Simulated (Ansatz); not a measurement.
# AlNi3: convergence and cost

The task, for AlNi3: test the k-point mesh.

Method: DFT PBE, scalar-relativistic, plane waves, PAW, in Ansatz 0.2.0.

1 further run of the same task is left out (for a known fault of the program).

## (1) The starting structure

It takes space group Fm-3m (No. 225, cubic). The conventional cell has a = 5.604 Å, b = 5.604 Å, c = 5.604 Å, α = 90.00°, β = 90.00°, γ = 90.00°. Around Al (site symmetry m-3m) lie 8 Ni at 2.43 Å. Ni (site symmetry -43m) has 4 Al at 2.43 Å and 4 Ni at 2.43 Å as nearest neighbours. Around Ni (site symmetry m-3m) lie 8 Ni at 2.43 Å.

Coordinates:

```xyz
4
Lattice="0.0000 2.8019 2.8019 2.8019 0.0000 2.8019 2.8019 2.8019 0.0000" Properties=species:S:1:pos:R:3 pbc="T T T"
Al    2.8019    2.8019    2.8019
Ni    1.4009    1.4009    1.4009
Ni    0.0000    0.0000    0.0000
Ni    4.2028    4.2028    4.2028
```

Source of the structure: the Materials Project (structure only). It is taken as it stands there.

## (2) The base run, which the others are set against

input.yaml

```yaml
crystal:
  lattice:
    - [0.0, 2.8018887551, 2.8018887551]
    - [2.8018887551, 0.0, 2.8018887551]
    - [2.8018887551, 2.8018887551, 0.0]
  atoms:
    - { symbol: Al, position: [0.5, 0.5, 0.5] }
    - { symbol: Ni, position: [0.25, 0.25, 0.25] }
    - { symbol: Ni, position: [0.0, 0.0, 0.0] }
    - { symbol: Ni, position: [0.75, 0.75, 0.75] }
basis:
  ecutwfc: 420
kpoints:
  mp_grid: { grid: [14, 14, 14] }
hamiltonian:
  xc: pbe
scf:
  occupations: { method: gaussian, width: 0.1 }
output:
  forces: true
  stress: true
  eigenvalues: true
  populations: true
  write_density: true
  write_potential: true
  elf: true
  volumetric_format: npy
```

It was run beforehand and gave: -4514.5311 eV/atom at zero smearing, pressure 7.11 GPa, largest force 0.000 eV/Å, no gap on the mesh, in 7 SCF cycles and 10 s.

## (3) K-point mesh: 1×1×1

input.yaml, as its differences from that of step 2:

```diff
@@ -13,3 +13,3 @@
 kpoints:
-  mp_grid: { grid: [14, 14, 14] }
+  mp_grid: { grid: [1, 1, 1] }
 hamiltonian:
@@ -22,6 +22 @@
   eigenvalues: true
-  populations: true
-  write_density: true
-  write_potential: true
-  elf: true
-  volumetric_format: npy
```

Launch:

```bash
$ ansatz run input.yaml --threads 1 --pin off --max-ram 2560MiB --backend cpu --events-out ev --progress --plain --runs-dir out
```

Standard output (excerpt; [...] marks lines left out):

```text
Warning: RAYON_NUM_THREADS=1 ignored (pool sized by the plan → 1); use --threads N
[...]
Pseudopotentials: kind: paw
Pseudopotential: Al, paw, valence charge 3, recommended cutoff 420 eV (normal), Al.paw.azcp
Pseudopotential: Ni, paw, valence charge 18, recommended cutoff 420 eV (normal), Ni.paw.azcp
Functional definition: PBE
[...]
Crystal: 4 atoms, lattice volume = 43.993 Å³
Basis set: ecut = 420 eV, 869 PW (Γ), exchange–correlation on 54×54×54 points (8 copies of the dense FFT grid, shifted against one another)
Bands: 35, of which v1, the nominal top of the filled ones, is band 29 counted from 1 (28 counted from 0)
Symmetry: 48 space group operations
Space group: Fm-3m (ITA 225), of the structure as read, at distance tolerance 3.5e-5 Å
k-points: 1
[...]
SCF iter   1: F=—  HF=-18051.974601 eV  |F-HF|=—  |Δ(HF+E_count)|=         —  Δρ=1.18e-1  dr2=4.09e0  ethr=1.77e-3  ⟨swp⟩=6.0  Hψ=125  notcnv=0
[...]
SCF iter   8: F=-18051.283186 eV  HF=-18051.283186 eV  |F-HF|=2.06e-9  |Δ(HF+E_count)|=   6.19e-9  Δρ=1.87e-6  dr2=2.44e-9  ethr=1.99e-11  ⟨swp⟩=2.0  Hψ=117  notcnv=0
[...]
SCF converged after 8 iterations
Free energy (F): -18051.283186 eV
[...]
E sigma→0 (E₀):  -18051.230185 eV
Entropy (-TS):   -0.106003 eV (-26.501 meV/atom)
Fermi energy:    22.074660 eV
[...]
--- Forces (eV/Å), atoms counted from 1 ---
  atom   1  Al     0.00000000    -0.00000000     0.00000000
  atom   2  Ni    -0.00000000     0.00000000     0.00000000
  atom   3  Ni     0.00000000     0.00000000     0.00000000
  atom   4  Ni    -0.00000000     0.00000000     0.00000000
[...]
--- Stress (GPa, compression-positive) ---
       10.960327      -0.000000       0.000000
        0.000000      10.960327      -0.000000
        0.000000       0.000000      10.960327
  P = ⅓ Tr σ = 10.9603 GPa (109.603 kbar)
--- Band table (eV) ---
[...]
```

Run time: 0.82 s. Hardware: 1 thread of Intel Xeon at 2.70GHz, shared host; peak memory 0.29 GiB.

Read-out: -4512.8075 eV/atom at zero smearing, pressure 10.96 GPa and no gap on the mesh.

## (4) K-point mesh set to 2×2×2

input.yaml, as its differences from that of step 3:

```diff
@@ -13,3 +13,3 @@
 kpoints:
-  mp_grid: { grid: [1, 1, 1] }
+  mp_grid: { grid: [2, 2, 2] }
 hamiltonian:
```

Launch:

```bash
$ ansatz run input.yaml --threads 1 --pin off --max-ram 2560MiB --backend cpu --events-out ev --progress --plain --runs-dir out
```

Standard output (excerpt; [...] marks lines left out):

```text
[...]
SCF converged after 6 iterations
Free energy (F): -18057.775211 eV
[...]
E sigma→0 (E₀):  -18057.750077 eV
Entropy (-TS):   -0.050268 eV (-12.567 meV/atom)
Fermi energy:    15.867788 eV
[...]
--- Forces (eV/Å), atoms counted from 1 ---
  atom   1  Al    -0.00000000    -0.00000000    -0.00000000
  atom   2  Ni     0.00000000     0.00000000    -0.00000000
  atom   3  Ni     0.00000000     0.00000000     0.00000000
  atom   4  Ni     0.00000000    -0.00000000    -0.00000000
[...]
--- Stress (GPa, compression-positive) ---
        7.071048       0.000000       0.000000
       -0.000000       7.071048       0.000000
       -0.000000       0.000000       7.071048
  P = ⅓ Tr σ = 7.0710 GPa (70.710 kbar)
--- Band table (eV) ---
[...]
```

Wall time 0.89 s (1 thread of Intel Xeon at 2.70GHz, shared host); peak memory 0.3 GiB.

This run gives -4514.4375 eV/atom at zero smearing, pressure 7.07 GPa and no gap on the mesh.

## (5) K-point mesh: 4×4×4

input.yaml, as its differences from that of step 4:

```diff
@@ -13,3 +13,3 @@
 kpoints:
-  mp_grid: { grid: [2, 2, 2] }
+  mp_grid: { grid: [4, 4, 4] }
 hamiltonian:
```

Launch:

```bash
$ ansatz run input.yaml --threads 1 --pin off --max-ram 2560MiB --backend cpu --events-out ev --progress --plain --runs-dir out
```

Standard output (excerpt; [...] marks lines left out):

```text
Warning: RAYON_NUM_THREADS=1 ignored (pool sized by the plan → 1); use --threads N
[...]
[... 4 set-up lines as earlier in the session ...]
[...]
Crystal: 4 atoms, lattice volume = 43.993 Å³
Basis set: ecut = 420 eV, 869 PW (Γ), exchange–correlation on 54×54×54 points (8 copies of the dense FFT grid, shifted against one another)
Bands: 35, of which v1, the nominal top of the filled ones, is band 29 counted from 1 (28 counted from 0)
[... 2 set-up lines as earlier in the session ...]
k-points: 8 of 64
[...]
SCF iter   1: F=—  HF=-18058.168095 eV  |F-HF|=—  |Δ(HF+E_count)|=         —  Δρ=2.51e-2  dr2=2.29e-1  ethr=1.77e-3  ⟨swp⟩=5.5  Hψ=945  notcnv=0
[...]
SCF iter   6: F=-18058.156265 eV  HF=-18058.156265 eV  |F-HF|=5.33e-8  |Δ(HF+E_count)|=   8.80e-9  Δρ=1.30e-5  dr2=5.41e-8  ethr=1.75e-10  ⟨swp⟩=6.5  Hψ=1196  notcnv=0
[...]
SCF converged after 6 iterations
Free energy (F): -18058.156265 eV
[...]
E sigma→0 (E₀):  -18058.137333 eV
Entropy (-TS):   -0.037865 eV (-9.466 meV/atom)
Fermi energy:    16.370739 eV
[...]
--- Forces (eV/Å), atoms counted from 1 ---
  atom   1  Al    -0.00000000     0.00000000     0.00000000
  atom   2  Ni    -0.00000000    -0.00000000     0.00000000
  atom   3  Ni    -0.00000000     0.00000000    -0.00000000
  atom   4  Ni     0.00000000    -0.00000000    -0.00000000
[...]
--- Stress (GPa, compression-positive) ---
        7.079565      -0.000000      -0.000000
        0.000000       7.079565       0.000000
       -0.000000       0.000000       7.079565
  P = ⅓ Tr σ = 7.0796 GPa (70.796 kbar)
--- Band table (eV; the first three rows and the last of 8) ---
[...]
```

It took 1.1 s on 1 thread of Intel Xeon at 2.70GHz, shared host; peak memory 0.31 GiB.

Read-out: -4514.5343 eV/atom at zero smearing, pressure 7.08 GPa and no gap on the mesh.

## (6) K-point mesh set to 6×6×6

input.yaml, as its differences from that of step 5:

```diff
@@ -13,3 +13,3 @@
 kpoints:
-  mp_grid: { grid: [4, 4, 4] }
+  mp_grid: { grid: [6, 6, 6] }
 hamiltonian:
```

Launch:

```bash
$ ansatz run input.yaml --threads 1 --pin off --max-ram 2560MiB --backend cpu --events-out ev --progress --plain --runs-dir out
```

Standard output (excerpt; [...] marks lines left out):

```text
Warning: RAYON_NUM_THREADS=1 ignored (pool sized by the plan → 1); use --threads N
[...]
[... 4 set-up lines as earlier in the session ...]
[...]
Crystal: 4 atoms, lattice volume = 43.993 Å³
Basis set: ecut = 420 eV, 869 PW (Γ), exchange–correlation on 54×54×54 points (8 copies of the dense FFT grid, shifted against one another)
Bands: 35, of which v1, the nominal top of the filled ones, is band 29 counted from 1 (28 counted from 0)
[... 2 set-up lines as earlier in the session ...]
k-points: 16 of 216
[...]
SCF iter   1: F=—  HF=-18058.152964 eV  |F-HF|=—  |Δ(HF+E_count)|=         —  Δρ=1.77e-2  dr2=1.15e-1  ethr=1.77e-3  ⟨swp⟩=5.4  Hψ=1889  notcnv=0
[...]
SCF iter   7: F=-18058.147201 eV  HF=-18058.147201 eV  |F-HF|=6.05e-9  |Δ(HF+E_count)|=   1.52e-7  Δρ=3.86e-6  dr2=6.62e-9  ethr=1.75e-10  ⟨swp⟩=6.2  Hψ=2613  notcnv=0
[...]
SCF converged after 7 iterations
Free energy (F): -18058.147201 eV
[...]
E sigma→0 (E₀):  -18058.138475 eV
Entropy (-TS):   -0.017452 eV (-4.363 meV/atom)
Fermi energy:    16.407004 eV
[...]
--- Forces (eV/Å), atoms counted from 1 ---
  atom   1  Al    -0.00000000     0.00000000    -0.00000000
  atom   2  Ni    -0.00000000     0.00000000     0.00000000
  atom   3  Ni     0.00000000    -0.00000000    -0.00000000
  atom   4  Ni     0.00000000     0.00000000     0.00000000
[...]
--- Stress (GPa, compression-positive) ---
        7.077865      -0.000000       0.000000
        0.000000       7.077865       0.000000
       -0.000000      -0.000000       7.077865
  P = ⅓ Tr σ = 7.0779 GPa (70.779 kbar)
--- Band table (eV; the first three rows and the last of 16) ---
[...]
```

Wall time 1.7 s (1 thread of Intel Xeon at 2.70GHz, shared host); peak memory 0.33 GiB.

Read-out: -4514.5346 eV/atom at zero smearing, pressure 7.08 GPa and no gap on the mesh.

## (7) K-point mesh: 8×8×8

input.yaml, as its differences from that of step 6:

```diff
@@ -13,3 +13,3 @@
 kpoints:
-  mp_grid: { grid: [6, 6, 6] }
+  mp_grid: { grid: [8, 8, 8] }
 hamiltonian:
```

Launch:

```bash
$ ansatz run input.yaml --threads 1 --pin off --max-ram 2560MiB --backend cpu --events-out ev --progress --plain --runs-dir out
```

Standard output (excerpt; [...] marks lines left out):

```text
Warning: RAYON_NUM_THREADS=1 ignored (pool sized by the plan → 1); use --threads N
[...]
[... 4 set-up lines as earlier in the session ...]
[...]
Crystal: 4 atoms, lattice volume = 43.993 Å³
Basis set: ecut = 420 eV, 869 PW (Γ), exchange–correlation on 54×54×54 points (8 copies of the dense FFT grid, shifted against one another)
Bands: 35, of which v1, the nominal top of the filled ones, is band 29 counted from 1 (28 counted from 0)
[... 2 set-up lines as earlier in the session ...]
k-points: 29 of 512
[...]
SCF iter   1: F=—  HF=-18058.142898 eV  |F-HF|=—  |Δ(HF+E_count)|=         —  Δρ=1.69e-2  dr2=1.05e-1  ethr=1.77e-3  ⟨swp⟩=5.4  Hψ=3415  notcnv=0
[...]
SCF iter   7: F=-18058.137533 eV  HF=-18058.137533 eV  |F-HF|=3.78e-10  |Δ(HF+E_count)|=   9.06e-8  Δρ=3.64e-6  dr2=3.26e-9  ethr=1.75e-10  ⟨swp⟩=6.4  Hψ=4331  notcnv=0
[...]
SCF converged after 7 iterations
Free energy (F): -18058.137533 eV
[...]
E sigma→0 (E₀):  -18058.132120 eV
Entropy (-TS):   -0.010825 eV (-2.706 meV/atom)
Fermi energy:    16.446750 eV
[...]
--- Forces (eV/Å), atoms counted from 1 ---
  atom   1  Al    -0.00000000     0.00000000     0.00000000
  atom   2  Ni     0.00000000     0.00000000     0.00000000
  atom   3  Ni     0.00000000    -0.00000000     0.00000000
  atom   4  Ni    -0.00000000    -0.00000000    -0.00000000
[...]
--- Stress (GPa, compression-positive) ---
        7.104707      -0.000000      -0.000000
        0.000000       7.104707       0.000000
        0.000000      -0.000000       7.104707
  P = ⅓ Tr σ = 7.1047 GPa (71.047 kbar)
--- Band table (eV; the first three rows and the last of 29) ---
[...]
```

Run time: 3.2 s. Hardware: 1 thread of Intel Xeon at 2.70GHz, shared host; peak memory 0.35 GiB.

Read-out: -4514.5330 eV/atom at zero smearing, pressure 7.10 GPa and no gap on the mesh.

## (8) K-point mesh set to 10×10×10

input.yaml, as its differences from that of step 7:

```diff
@@ -13,3 +13,3 @@
 kpoints:
-  mp_grid: { grid: [8, 8, 8] }
+  mp_grid: { grid: [10, 10, 10] }
 hamiltonian:
```

Launch:

```bash
$ ansatz run input.yaml --threads 1 --pin off --max-ram 2560MiB --backend cpu --events-out ev --progress --plain --runs-dir out
```

Standard output (excerpt; [...] marks lines left out):

```text
[...]
SCF converged after 7 iterations
Free energy (F): -18058.132401 eV
[...]
E sigma→0 (E₀):  -18058.126607 eV
Entropy (-TS):   -0.011588 eV (-2.897 meV/atom)
Fermi energy:    16.461719 eV
[...]
--- Forces (eV/Å), atoms counted from 1 ---
  atom   1  Al    -0.00000000     0.00000000    -0.00000000
  atom   2  Ni     0.00000000     0.00000000     0.00000000
  atom   3  Ni     0.00000000     0.00000000    -0.00000000
  atom   4  Ni     0.00000000     0.00000000     0.00000000
[...]
--- Stress (GPa, compression-positive) ---
        7.112126       0.000000       0.000000
        0.000000       7.112126      -0.000000
       -0.000000       0.000000       7.112126
  P = ⅓ Tr σ = 7.1121 GPa (71.121 kbar)
--- Band table (eV; the first three rows and the last of 47) ---
[...]
```

Run time: 3.4 s. Hardware: 1 thread of Intel Xeon at 2.70GHz, shared host; peak memory 0.37 GiB.

Read-out: -4514.5317 eV/atom at zero smearing, pressure 7.11 GPa and no gap on the mesh.

## (9) K-point mesh set to 12×12×12

input.yaml, as its differences from that of step 8:

```diff
@@ -13,3 +13,3 @@
 kpoints:
-  mp_grid: { grid: [10, 10, 10] }
+  mp_grid: { grid: [12, 12, 12] }
 hamiltonian:
```

Launch:

```bash
$ ansatz run input.yaml --threads 1 --pin off --max-ram 2560MiB --backend cpu --events-out ev --progress --plain --runs-dir out
```

Standard output (excerpt; [...] marks lines left out):

```text
[...]
SCF converged after 7 iterations
Free energy (F): -18058.131049 eV
[...]
E sigma→0 (E₀):  -18058.124982 eV
Entropy (-TS):   -0.012133 eV (-3.033 meV/atom)
Fermi energy:    16.466814 eV
[...]
--- Forces (eV/Å), atoms counted from 1 ---
  atom   1  Al    -0.00000000    -0.00000000     0.00000000
  atom   2  Ni     0.00000000     0.00000000     0.00000000
  atom   3  Ni     0.00000000    -0.00000000     0.00000000
  atom   4  Ni     0.00000000    -0.00000000     0.00000000
[...]
--- Stress (GPa, compression-positive) ---
        7.117272       0.000000       0.000000
       -0.000000       7.117272      -0.000000
       -0.000000      -0.000000       7.117272
  P = ⅓ Tr σ = 7.1173 GPa (71.173 kbar)
--- Band table (eV; the first three rows and the last of 72) ---
[...]
```

Run time: 4.6 s. Hardware: 1 thread of Intel Xeon at 2.70GHz, shared host; peak memory 0.4 GiB.

Result: -4514.5312 eV/atom at zero smearing, pressure 7.12 GPa and no gap on the mesh.

## (10) K-point mesh set to 16×16×16

input.yaml, as its differences from that of step 9:

```diff
@@ -13,3 +13,3 @@
 kpoints:
-  mp_grid: { grid: [12, 12, 12] }
+  mp_grid: { grid: [16, 16, 16] }
 hamiltonian:
```

Launch:

```bash
$ ansatz run input.yaml --threads 1 --pin off --max-ram 2560MiB --backend cpu --events-out ev --progress --plain --runs-dir out
```

Standard output (excerpt; [...] marks lines left out):

```text
[...]
SCF converged after 7 iterations
Free energy (F): -18058.131461 eV
[...]
E sigma→0 (E₀):  -18058.124790 eV
Entropy (-TS):   -0.013342 eV (-3.336 meV/atom)
Fermi energy:    16.458496 eV
[...]
--- Forces (eV/Å), atoms counted from 1 ---
  atom   1  Al    -0.00000000     0.00000000     0.00000000
  atom   2  Ni     0.00000000     0.00000000     0.00000000
  atom   3  Ni     0.00000000    -0.00000000    -0.00000000
  atom   4  Ni     0.00000000     0.00000000    -0.00000000
[...]
--- Stress (GPa, compression-positive) ---
        7.110166       0.000000       0.000000
        0.000000       7.110166       0.000000
        0.000000       0.000000       7.110166
  P = ⅓ Tr σ = 7.1102 GPa (71.102 kbar)
--- Band table (eV; the first three rows and the last of 145) ---
[...]
```

Run time: 11 s. Hardware: 1 thread of Intel Xeon at 2.70GHz, shared host; peak memory 0.46 GiB.

This run gives -4514.5312 eV/atom at zero smearing, pressure 7.11 GPa and no gap on the mesh.

## (11) K-point mesh: 18×18×18

input.yaml, as its differences from that of step 10:

```diff
@@ -13,3 +13,3 @@
 kpoints:
-  mp_grid: { grid: [16, 16, 16] }
+  mp_grid: { grid: [18, 18, 18] }
 hamiltonian:
```

Launch:

```bash
$ ansatz run input.yaml --threads 1 --pin off --max-ram 2560MiB --backend cpu --events-out ev --progress --plain --runs-dir out
```

Standard output (excerpt; [...] marks lines left out):

```text
Warning: RAYON_NUM_THREADS=1 ignored (pool sized by the plan → 1); use --threads N
[...]
[... 4 set-up lines as earlier in the session ...]
[...]
Crystal: 4 atoms, lattice volume = 43.993 Å³
Basis set: ecut = 420 eV, 869 PW (Γ), exchange–correlation on 54×54×54 points (8 copies of the dense FFT grid, shifted against one another)
Bands: 35, of which v1, the nominal top of the filled ones, is band 29 counted from 1 (28 counted from 0)
[... 2 set-up lines as earlier in the session ...]
k-points: 195 of 5832
[...]
SCF iter   1: F=—  HF=-18058.137410 eV  |F-HF|=—  |Δ(HF+E_count)|=         —  Δρ=1.76e-2  dr2=1.14e-1  ethr=1.77e-3  ⟨swp⟩=5.4  Hψ=22968  notcnv=0
[...]
SCF iter   7: F=-18058.131480 eV  HF=-18058.131480 eV  |F-HF|=1.74e-9  |Δ(HF+E_count)|=   1.50e-7  Δρ=3.39e-6  dr2=4.29e-9  ethr=1.75e-10  ⟨swp⟩=6.4  Hψ=29425  notcnv=0
[...]
SCF converged after 7 iterations
Free energy (F): -18058.131480 eV
[...]
E sigma→0 (E₀):  -18058.124737 eV
Entropy (-TS):   -0.013486 eV (-3.372 meV/atom)
Fermi energy:    16.459295 eV
[...]
--- Forces (eV/Å), atoms counted from 1 ---
  atom   1  Al    -0.00000000     0.00000000    -0.00000000
  atom   2  Ni    -0.00000000    -0.00000000     0.00000000
  atom   3  Ni     0.00000000     0.00000000    -0.00000000
  atom   4  Ni    -0.00000000     0.00000000    -0.00000000
[...]
--- Stress (GPa, compression-positive) ---
        7.114271      -0.000000      -0.000000
       -0.000000       7.114271       0.000000
        0.000000      -0.000000       7.114271
  P = ⅓ Tr σ = 7.1143 GPa (71.143 kbar)
--- Band table (eV; the first three rows and the last of 195) ---
[...]
```

It took 13 s on 1 thread of Intel Xeon at 2.70GHz, shared host; peak memory 0.51 GiB.

This run gives -4514.5312 eV/atom at zero smearing, pressure 7.11 GPa and no gap on the mesh.

## (12) K-point mesh set to 22×22×22

input.yaml, as its differences from that of step 11:

```diff
@@ -13,3 +13,3 @@
 kpoints:
-  mp_grid: { grid: [18, 18, 18] }
+  mp_grid: { grid: [22, 22, 22] }
 hamiltonian:
```

Launch:

```bash
$ ansatz run input.yaml --threads 1 --pin off --max-ram 2560MiB --backend cpu --events-out ev --progress --plain --runs-dir out
```

Standard output (excerpt; [...] marks lines left out):

```text
Warning: RAYON_NUM_THREADS=1 ignored (pool sized by the plan → 1); use --threads N
[...]
[... 4 set-up lines as earlier in the session ...]
[...]
Crystal: 4 atoms, lattice volume = 43.993 Å³
Basis set: ecut = 420 eV, 869 PW (Γ), exchange–correlation on 54×54×54 points (8 copies of the dense FFT grid, shifted against one another)
Bands: 35, of which v1, the nominal top of the filled ones, is band 29 counted from 1 (28 counted from 0)
[... 2 set-up lines as earlier in the session ...]
k-points: 328 of 10648
[...]
SCF iter   1: F=—  HF=-18058.137382 eV  |F-HF|=—  |Δ(HF+E_count)|=         —  Δρ=1.76e-2  dr2=1.13e-1  ethr=1.77e-3  ⟨swp⟩=5.4  Hψ=38611  notcnv=0
[...]
SCF iter   7: F=-18058.131481 eV  HF=-18058.131481 eV  |F-HF|=2.10e-9  |Δ(HF+E_count)|=   1.53e-7  Δρ=3.37e-6  dr2=4.40e-9  ethr=1.75e-10  ⟨swp⟩=6.4  Hψ=49340  notcnv=0
[...]
SCF converged after 7 iterations
Free energy (F): -18058.131481 eV
[...]
E sigma→0 (E₀):  -18058.124828 eV
Entropy (-TS):   -0.013307 eV (-3.327 meV/atom)
Fermi energy:    16.459219 eV
[...]
--- Forces (eV/Å), atoms counted from 1 ---
  atom   1  Al    -0.00000000    -0.00000000    -0.00000000
  atom   2  Ni     0.00000000     0.00000000     0.00000000
  atom   3  Ni     0.00000000    -0.00000000    -0.00000000
  atom   4  Ni     0.00000000    -0.00000000     0.00000000
[...]
--- Stress (GPa, compression-positive) ---
        7.113507      -0.000000       0.000000
       -0.000000       7.113507       0.000000
       -0.000000      -0.000000       7.113507
  P = ⅓ Tr σ = 7.1135 GPa (71.135 kbar)
--- Band table (eV; the first three rows and the last of 328) ---
[...]
```

Run time: 21 s. Hardware: 1 thread of Intel Xeon at 2.70GHz, shared host; peak memory 0.63 GiB.

Read-out: -4514.5312 eV/atom at zero smearing, pressure 7.11 GPa and no gap on the mesh.

## (13) What the k-point mesh changes

Energies are per atom, extrapolated to zero smearing, and count from the run at 22×22×22. Pressure is positive in compression.

```csv
mesh,ΔE (meV/atom),pressure (GPa),irreducible points,SCF cycles,CPU time
1×1×1,1724,10.96,1,8,0.78 s
2×2×2,93.7,7.07,3,6,0.75 s
4×4×4,-3.13,7.08,8,6,1.1 s
6×6×6,-3.41,7.08,16,7,1.6 s
8×8×8,-1.82,7.10,29,7,3.1 s
10×10×10,-0.44,7.11,47,7,3.4 s
12×12×12,-0.04,7.12,72,7,4.6 s
14×14×14,0.13,7.11,104,7,10 s
16×16×16,0.01,7.11,145,7,11 s
18×18×18,0.02,7.11,195,7,13 s
22×22×22,0.00,7.11,328,7,21 s
```

The times were taken beside other jobs on the same host; read them as orders of magnitude.

## (14) What came out

| quantity | value |
| --- | --- |
| k-point mesh: within 10 and 1 meV/atom of 22×22×22 from | 4×4×4 for 10; 10×10×10 for 1 |

In words: For the k-point mesh, the energy stays within 1 meV/atom of the reference from 10×10×10 on, at about 0.16 of the reference's time. That is measured against the best run here, which may itself be short of the limit. The error changes sign along the series, since a k mesh isn't variational, and a metal needs dense meshes to resolve its Fermi surface. Spin polarisation is off in the runs that give these values; a magnetic solution could lie lower.
